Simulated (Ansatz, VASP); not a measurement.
Two plane-wave programs on TaN

INCAR

```
SYSTEM = TaN
PREC = Accurate
ENCUT = 900
EDIFF = 1E-6
ISMEAR = -1
SIGMA = 0.05
LREAL = .False.
LASPH = .True.
NELM = 100
ALGO = Normal
ISIF = 3
LWAVE = .False.
LCHARG = .False.
GGA = PE
IBRION = 2
NSW = 60
EDIFFG = -0.01
```

File KPOINTS:

```
regular mesh
0
Gamma
  10 10 9
  0 0 0
```

File POSCAR:

```
TaN
1.0
    2.9380011100      0.0000000000      0.0000000000
   -1.4690005500      2.5443836000      0.0000000000
    0.0000000000      0.0000000000      2.8830022100
Ta N
1 1
Direct
    0.3333333333      0.6666666667      0.5000000000
    0.0000000000      0.0000000000      0.0000000000
```

input.yaml

```yaml
crystal:
  lattice:
    - [2.93800111, 0.0, 0.0]
    - [-1.46900055, 2.5443836, 0.0]
    - [0.0, 0.0, 2.88300221]
  atoms:
    - { symbol: Ta, position: [0.3333333333, 0.6666666667, 0.5] }
    - { symbol: "N", position: [0.0, 0.0, 0.0] }
hamiltonian:
  xc: pbe
  pseudopotentials: { kind: paw }
kpoints:
  mp_grid: { grid: [10, 10, 9] }
scf:
  occupations: { method: fermi_dirac, width: 0.05 }
output:
  forces: true
  stress: true
  eigenvalues: true
relax:
  f_tol: 0.01
  max_steps: 40
  cell: { stress_tol: 0.05 }
```

Alike in both runs: task relaxation of cell and atoms; functional PBE; k mesh 10 × 10 × 9; occupations fermi-dirac, width 0.05 eV; no spin polarisation.

```csv
,VASP,Ansatz
version,VASP 6.6.1,Ansatz 0.2.0
potentials or method,"VASP PAW PBE potentials, release 64 (Ta_sv_GW, N_GW)",Ansatz PAW
plane-wave cutoff (eV),900,420
valence electrons in the cell,18,18
```

VASP gave:

```
gap on the k mesh at the Fermi level, each at its own relaxed structure (eV) : none
relaxed volume (Å³/atom)                                                     : 10.93
relaxed cell length with the largest relative difference (Å)                 : 2.899
energy change over the relaxation (meV/atom)                                 : -2
```

Estimate Ansatz's values.

gap on the k mesh at the Fermi level, each at its own relaxed structure (eV): none; relaxed volume (Å³/atom): 10.92; relaxed cell length with the largest relative difference (Å): 2.897; energy change over the relaxation (meV/atom): -2.

A gap of «none» marks a metal or a gap that the smearing closes.

Caveats: the plane-wave basis is chosen anew once the cell has moved, so the energies of steps on either side of that aren't comparable (Ansatz); the pressure holds a Pulay correction of +0.5 GPa for the finite cutoff (Ansatz). The runs have no spin-orbit coupling, so splittings on Ta are missing. PBE usually gives volumes a little too large and moduli too small. Zero-point motion and thermal expansion aren't in these numbers.
